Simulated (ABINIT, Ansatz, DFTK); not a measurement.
**FeO: programs and potentials compared**

```
CELL_PARAMETERS angstrom
0.00000 2.15540 2.15540
2.15540 0.00000 2.15540
2.15540 2.15540 0.00000
ATOMIC_POSITIONS crystal
Fe 0.00000 0.00000 0.00000
O 0.50000 0.50000 0.50000
```

Alike in all runs: task single point; functional PBE; k mesh 11 × 11 × 11; occupations fermi-dirac, width 0.05 eV; collinear spin, ferromagnetic start; no spin-orbit coupling. The measured crystal is an antiferromagnetic insulator; the state found here is the runs' own. Pressure is positive in compression and, in plane waves, holds the error of the finite cutoff, which Ansatz's Pulay term estimates and takes out.

| program and potentials | plane-wave cutoff (eV) | notes | pressure (GPa) | net moment per atom (μB) |
| --- | --- | --- | --- | --- |
| Ansatz, Ansatz PAW | 420 | Pulay term of +0.65 GPa included | -0.21 | 2.00 |
| ABINIT, JTH PAW PBE v2.0 | 707 | - | -0.84 | 2.00 |
| DFTK, PseudoDojo SR PBE 0.4.1 standard (PBE) | 1225 | - | -0.99 | 2.00 |

The pressure spans -0.99 (DFTK, PseudoDojo SR PBE 0.4.1 standard (PBE)) to -0.21 GPa (Ansatz, Ansatz PAW). All agree on the net moment per atom. The state is the one that the start led to, which needn't be the lowest.

The functional is the same throughout but for its coding, so the spread measures potentials, basis and numerics; runs on potential files found faulty are left out.
